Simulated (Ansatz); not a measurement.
System: wurtzite InN. Method: PBEsol-D3(BJ) (plane waves, PAW; Ansatz, an electronic-structure program).

Run with plane-wave cutoff 520 eV, 12×12×6 k mesh (along the axes of the cell as run), Fermi–Dirac smearing 0.01 eV, scalar-relativistic PAW data made under PBE.

The cell is scaled about its equilibrium volume:

Shape and atoms are relaxed at each volume.

```csv
V (Å³/atom),P (GPa),c (Å),a (Å)
14.574,6.40,5.593,3.469
14.878,3.02,5.634,3.493
15.182,0.00,5.674,3.516
15.485,-2.70,5.714,3.538
15.789,-5.11,5.753,3.560
```

Note: the gap of the solid is closed in this run; this level leaves the solid without a gap, although one is measured; the bulk modulus comes from volumes at which shape and atoms were relaxed.
